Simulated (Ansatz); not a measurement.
Set up this calculation in Ansatz 0.2.0, as the native input.

```
Task                : relaxation of cell and atoms
Functional          : PBEsol
Dispersion          : D4
Potentials or basis : Ansatz PAW
Cutoff              : 420 eV (not typed: the program's choice for these potentials)
k mesh              : 10 × 10 × 4
Occupations         : fermi-dirac, width 0.05 eV
Spin                : no spin polarisation
```

The system is Al2O3.

```xyz
5
Lattice="3.0175 0.0000 0.0000 -1.5087 2.6132 0.0000 0.0000 0.0000 7.5746" Properties=species:S:1:pos:R:3 pbc="T T T"
Al    0.0000    0.0000    5.4693
Al    0.0000    0.0000    2.1054
O     0.0000    0.0000    3.7873
O     1.5087    0.8711    6.0638
O     0.0000    1.7421    1.5108
```

Measurements of this composition are mostly on another form, of space group No. 167.

The input as run:

input.yaml

```yaml
crystal:
  lattice:
    - [3.017482544, 0.0, 0.0]
    - [-1.508741272, 2.6132165386, 0.0]
    - [0.0, 0.0, 7.5746360022]
  atoms:
    - { symbol: Al, position: [0.0, 0.0, 0.722049] }
    - { symbol: Al, position: [0.0, 0.0, 0.277951] }
    - { symbol: O, position: [0.0, 0.0, 0.5] }
    - { symbol: O, position: [0.6666666667, 0.3333333333, 0.800546] }
    - { symbol: O, position: [0.3333333333, 0.6666666667, 0.199454] }
hamiltonian:
  xc: pbesol
  pseudopotentials: { kind: paw }
  dispersion: d4
kpoints:
  mp_grid: { grid: [10, 10, 4] }
scf:
  occupations: { method: fermi_dirac, width: 0.05 }
output:
  forces: true
  stress: true
  eigenvalues: true
relax:
  f_tol: 0.01
  max_steps: 40
  cell: { stress_tol: 0.05 }
```

Potentials or basis: Ansatz PAW.

Run with:

```console
$ ansatz run input.yaml --threads 2 --pin off --max-ram 5632MiB --backend cpu --events-out ev --progress --plain --runs-dir out
```

It gave:

```
Relaxed volume                         : 11.35 Å³/atom
Relaxed cell                           : a = 2.979 Å, b = 2.979 Å, c = 7.385 Å, α = 90.00°, β = 90.00°, γ = 120.00°
Space group after relaxing (to 0.05 Å) : P-3m1 (No. 164)
Energy gained by relaxing              : 7.1 meV/atom
Ionic steps                            : 11
Pressure after relaxing                : 0.0 GPa
Band gap on the k mesh                 : 2.40 eV, direct
```

Caveat: the plane-wave basis is chosen anew once the cell has moved, so the energies of steps on either side of that aren't comparable; the pressure holds a Pulay correction of +0.7 GPa for the finite cutoff; the PAW data sets come from PBE, with cores solved anew for the run's functional, which leaves a small shift of forces and pressure.

It took 16 s on 2 threads of Arm Neoverse V2, on a shared host, peak memory 0.35 GiB.
